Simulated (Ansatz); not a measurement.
**La: strong compression**

The task here is to estimate one member of a computed series from the others.

Program: Ansatz 0.2.0. Level of theory: DFT PBE, with the methods named in each step. These are calculated values, not measurements.

## The starting structure

It takes space group P6/mmm (No. 191, hexagonal). The conventional cell has a = 5.955 Å, b = 5.955 Å, c = 3.633 Å, α = 90.00°, β = 90.00°, γ = 120.00°. La (site symmetry 6/mmm) has 14 La at 3.63 to 3.89 Å as nearest neighbours. La (site symmetry -6m2) has 11 La at 3.44 to 3.89 Å as nearest neighbours.

Structure file:

```
La
1.0
     5.95474    0.00000    0.00000
    -2.97737    5.15696    0.00000
     0.00000    0.00000    3.63331
La
3
Direct
  0.00000 0.00000 0.00000
  0.33333 0.66667 0.50000
  0.66667 0.33333 0.50000
```

Whether this phase is the stable one at these pressures isn't tested.

Atoms are numbered in the order of the input: La1, La2, La3.

The first run:

Input file input.yaml:

```yaml
crystal:
  lattice:
    - [5.9547407328, 0.0, 0.0]
    - [-2.9773703664, 5.1569567475, 0.0]
    - [0.0, 0.0, 3.6333100534]
  atoms:
    - { symbol: La, position: [0.0, 0.0, 0.0] }
    - { symbol: La, position: [0.3333333333, 0.6666666667, 0.5] }
    - { symbol: La, position: [0.6666666667, 0.3333333333, 0.5] }
kpoints:
  mp_grid: { grid: [7, 7, 9] }
  band_path:
    path:
      - [0.0, 0.0, 0.0]
      - [0.5, 0.0, 0.0]
      - [0.3333333333, 0.3333333333, 0.0]
      - [0.0, 0.0, 0.0]
      - [0.0, 0.0, 0.5]
      - [0.5, 0.0, 0.5]
      - [0.3333333333, 0.3333333333, 0.5]
      - [0.0, 0.0, 0.5]
      - [0.5, 0.0, 0.5]
    npoints: 14
scf:
  occupations: { method: fermi_dirac, width: 0.08 }
hamiltonian:
  xc: pbe
  pseudopotentials: { kind: all_electron, lapw: { basis_error: 0.001 } }
output:
  forces: true
  stress: true
  eigenvalues: true
  populations: true
  dos: { projected: true, de: 0.2, e_range: [-14, 8] }
```

The run is started by

```bash
ansatz run input.yaml --threads 1 --pin off --max-ram 3072MiB --backend cpu --events-out ev --progress --plain --runs-dir out
```

Steps of the session up to this table: The reference volume, LAPW; Volume scaled by 1, crystal datasets; Volume scaled by 1, norm-conserving; Volume scaled by 0.88, LAPW; Volume scaled by 0.78, LAPW; Volume scaled by 0.58, LAPW; Volume scaled by 0.43, LAPW; Volume scaled by 0.43, crystal datasets; Volume scaled by 0.43, norm-conserving.

One table of the session follows, with a row left open; its other results are not shown here.

```
             method  volume over the first  volume (Å³/atom)  pressure (GPa)
               LAPW                      1            37.191            0.03
               LAPW                   0.88            32.728            4.02
               LAPW                   0.78            29.009            9.12
               LAPW                   0.58            21.571           32.70
               LAPW                   0.43                 ?               ?
                PAW                      1            37.191            0.00
                PAW                   0.88            32.728            3.97
                PAW                   0.78            29.009            9.06
                PAW                   0.58            21.571           32.68
                PAW                   0.43            15.992          114.79
PAW (source ansatz)                   0.43            15.992          115.17
   crystal datasets                      1            37.191            0.03
   crystal datasets                   0.43            15.992          114.24
    norm-conserving                      1            37.191            0.01
    norm-conserving                   0.43            15.992          112.56
```

Q: Estimate the row for LAPW, 0.43 from the others.

**Answer.** volume (Å³/atom): 15.992; pressure (GPa): 114.25.

Caveats from the session: Rows by PAW come from runs of the same series that aren't printed here. Warnings in the runs' records: bands taken in, crystal datasets made.
